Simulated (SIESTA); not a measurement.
# Ti2O in SIESTA: convergence with Tolerance

Ti2O:

```
Ti O
1.0
     2.91940    0.00000    0.00000
    -1.45970    2.52827    0.00000
     0.00000    0.00000    4.71300
Ti O
2 1
Direct
  0.34209 0.66171 0.72915
  0.67207 0.34325 0.28370
  0.01266 0.01127 0.00122
```

The cell isn't the ideal one: atoms moved at random, drawn with an rms of 0.05 Å.

| Property | Result |
| --- | --- |
| Program | SIESTA 5.4.2 |
| Task | single point |
| Functional | PBEsol |
| Potentials or basis | PseudoDojo 0.4 standard (PBEsol files) |
| Basis | DZP (energy shift 0.002 Ry) |
| Grid cutoff | 800 Ry |
| Energy shift | 0.002 Ry |
| k mesh | 8 × 8 × 4 |
| Occupations | fermi-dirac, width 0.05 eV |
| Spin | no spin polarisation |

These are the settings of the first run; the series varies Tolerance, with any setting tied to it.

Hardware: 1 thread of Arm Neoverse V2, on a shared host.

```tsv
Tolerance	energy less the tightest run, at zero smearing (meV/atom)	pressure (GPa)	largest force (eV/Å)	SCF cycles	CPU time (s)	peak memory (GiB)
0.1	0.37	6.27	1.200	5	66	0.42
0.01	0.03	6.25	1.208	6	73	0.42
0.001	0.00	6.19	1.220	9	91	0.42
0.0001	0.00	6.20	1.219	11	100	0.42
1e-05	0.00	6.20	1.220	13	120	0.42
1e-06	0.00	6.20	1.220	14	120	0.42
```

Against the tightest run, the energy stays within 1 meV/atom from 0.1 on; the pressure stays within 0.1 GPa from 0.1 on; the largest force stays within 0.005 eV/Å from 0.001 on. The tightest run that finished is the yardstick and may itself not be fully converged.

Caveat, for the tightest run too: semicore shells carry a single zeta, which can move pressures by several GPa and volumes by a few percent; the basis of atomic orbitals isn't converged, which shifts pressures, moduli and gaps.
